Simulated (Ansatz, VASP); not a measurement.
Two plane-wave programs on Ag

File INCAR:

```
SYSTEM = Ag
PREC = Accurate
ENCUT = 520
EDIFF = 1E-7
ISMEAR = -1
SIGMA = 0.1
LREAL = .False.
LASPH = .True.
NELM = 60
ALGO = Normal
ISIF = 2
LWAVE = .False.
LCHARG = .False.
GGA = PE
NBANDS = 12
```

The input KPOINTS:

```
Automatic mesh
0
Gamma
  13 13 13
  0 0 0
```

Contents of POSCAR:

```
Ag
1.0
    2.7883882832      0.0000000000      0.0000000000
    0.0000000000      2.7883882832      0.0000000000
    0.0000000000      0.0000000000      2.7883882832
Ag
1
Direct
    0.0000000000      0.0000000000      0.0000000000
```

Input for Ansatz:

```yaml
crystal:
  lattice:
    - [2.7883882832, 0.0, 0.0]
    - [0.0, 2.7883882832, 0.0]
    - [0.0, 0.0, 2.7883882832]
  atoms:
    - { symbol: Ag, position: [0.0, 0.0, 0.0] }
hamiltonian:
  xc: pbe
  pseudopotentials:
    kind: paw
    azcp:
      Ag: "pseudopotentials/Ag.paw.azcp"
basis:
  ecutwfc: 420
  fft_grid_basis: typed
kpoints:
  mp_grid: { grid: [13, 13, 13], shift: [0, 0, 0] }
magnetization:
  spin_polarized: false
scf:
  occupations: { method: fermi_dirac, width: 0.1 }
  lower_state_search: "off"
output:
  stress: true
  write_density: true
  write_potential: true
  elf: true
  volumetric_format: npy
```

Alike in both runs: task single point; functional PBE; k mesh 13 × 13 × 13; occupations fermi-dirac, width 0.1 eV; no spin polarisation.

```csv
,VASP,Ansatz
version,VASP 6.6.1,Ansatz 0.2.0
potentials or method,"VASP PAW PBE potentials, release 64 (Ag)","plane waves (420 eV) with PAW, scalar-relativistic"
plane-wave cutoff (eV),520,420
valence electrons in the cell,11,19
```

|  | VASP | Ansatz | Ansatz less VASP |
| --- | --- | --- | --- |
| pressure (GPa) | -2.5 | -2.4 | +0.06 |

The two sets of potentials don't hold the same shells in valence.
